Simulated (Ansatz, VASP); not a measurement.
## PtS2: VASP beside Ansatz

```xyz
3
Lattice="3.5667 0.0000 0.0000 -1.7833 3.0888 0.0000 0.0000 0.0000 5.0722" Properties=species:S:1:pos:R:3 pbc="T T T"
Pt    0.0000    0.0000    0.0000
S     1.7833    1.0296    3.9208
S     0.0000    2.0592    1.1514
```

Change from the starting cell: volume scaled by 1.02.

Alike in both runs: task single point; functional PBE; k mesh 9 × 9 × 5; occupations fermi-dirac, width 0.05 eV; no spin polarisation.

|  | VASP | Ansatz |
| --- | --- | --- |
| version | VASP 6.6.1 | Ansatz 0.2.0 |
| potentials or method | VASP PAW PBE potentials, release 64 (Pt, S) | Ansatz PAW |
| plane-wave cutoff (eV) | 520 | 420 |
| valence electrons in the cell | 22 | 30 |

Ansatz gave:

- gap on the k mesh at the Fermi level (eV): 1.00
- least direct gap on the mesh (eV): 1.05
- pressure (GPa): 8.2
- largest component of the traceless stress (GPa): 0.18
- rms of the force components (eV/Å): 0.451

Problem. What did VASP give for the same quantities?

Solution. gap on the k mesh at the Fermi level (eV): 1.01; least direct gap on the mesh (eV): 1.05; pressure (GPa): 7.8; largest component of the traceless stress (GPa): 0.00; rms of the force components (eV/Å): 0.432.

Atom by atom the forces differ by 0.020 eV/Å (rms over components). The two sets of potentials don't hold the same shells in valence.

Caveats: spin-orbit coupling is left out, which moves the levels of the heavy elements; an odd mesh through Γ misses points on the zone boundary, where band edges often lie (VASP); odd divisions of the mesh miss points on the zone boundary, where band edges often lie, so the gap on the mesh can be too wide (Ansatz).
